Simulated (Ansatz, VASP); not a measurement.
## One calculation of Ge, two programs

```
Ge
1.0
     1.39715   -2.60052    0.00000
     1.39715    2.60052    0.00000
     0.00000    0.00000    2.69823
Ge
1
Direct
  0.50000 0.50000 0.00000
```

This isn't the form of Ge at room conditions, which is diamond.

Alike in both runs: task single point; functional PBEsol; k mesh 11 × 11 × 10; occupations gaussian, width 0.02 eV; no spin polarisation.

|  | VASP | Ansatz |
| --- | --- | --- |
| version | VASP 6.6.1 | Ansatz 0.2.0 |
| potentials or method | VASP PAW PBE potentials, release 64 (Ge_d) | Ansatz PAW |
| plane-wave cutoff (eV) | 520 | 420 |
| valence electrons in the cell | 14 | 14 |

|  | VASP | Ansatz | Ansatz less VASP |
| --- | --- | --- | --- |
| gap on the k mesh at the Fermi level (eV) | none | none | - |
| pressure (GPa) | -4.2 | -4.1 | +0.02 |
| largest component of the traceless stress (GPa) | 1.95 | 1.95 | +0.003 |

A gap of «none» marks a metal or a gap that the smearing closes. With one functional, cell and mesh, what is left measures potentials, basis and numerics.

Caveats: the PAW data sets were made with another functional, which shifts forces and pressure a little (VASP); the PAW data sets come from PBE, with cores solved anew for the run's functional, which leaves a small shift of forces and pressure (Ansatz).
